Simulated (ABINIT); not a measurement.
Runs of ABINIT 10.8.3 (patched build) on MoS2. It takes space group P-3m1 (No. 164, trigonal). Conventional cell: a = 3.227 Å, b = 3.227 Å, c = 6.312 Å, α = 90.00°, β = 90.00°, γ = 120.00°. Mo (site symmetry -3m) is surrounded by 6 S at 2.42 Å. Around S (site symmetry 3m) lie 3 Mo at 2.42 Å. Measurements of this composition are mostly on another form, of space group No. 194.

```tsv
task	level	potentials or basis	k mesh	cutoff (eV)	fine-grid cutoff	mesh quality	gap on the mesh (eV)	pressure (GPa)	largest force (eV/Å)
band structure	PBEsol	JTH PAW PBE v2.0	9 × 9 × 4	544	1088.46 eV	not flagged	none	-3.3	(a)
band structure	RPBE	JTH PAW PBE v2.0	9 × 9 × 4	544	1088.46 eV	not flagged	none	3.4	(b)
single point	r2SCAN	JTH PAW PBE v2.0	7 × 7 × 3	653	1251.72 eV	not flagged	none	0.7	0.12
band structure	WC	JTH PAW PBE v2.0	9 × 9 × 4	544	1088.46 eV	not flagged	none	-2.6	0.10
single point	LDA	JTH PAW LDA v2.0	4 × 4 × 2	544	1088.46 eV	coarse	none	(c)	0.36
band structure	AM05	JTH PAW PBE v2.0	9 × 9 × 4	544	1088.46 eV	not flagged	none	-3.6	0.08
band structure	BP86	JTH PAW PBE v2.0	9 × 9 × 4	544	1088.46 eV	not flagged	none	2.2	0.36
single point	r2SCAN	JTH PAW PBE v2.0	5 × 5 × 2	653	1251.72 eV	coarse	none	0.6	0.02
```

Alike in all rows: no spin polarisation; cell as given; smearing fermi-dirac 0.05 eV.

Task: Fill in the values left out.

Result: (a) 0.05; (b) 0.35; (c) -5.2.

Caveats: some runs use coarse meshes; the PAW data sets were made with another functional, which shifts forces and pressure a little (some runs); this functional lacks dispersion, which binds the layers, so the pressure and a relaxed spacing across them are unreliable (some runs).

A k mesh can miss the band edges, and the runs leave out spin-orbit coupling on Mo.

A gap of «none» marks a metal or a gap under the smearing width.

Runs at the PBE level aren't shown here.
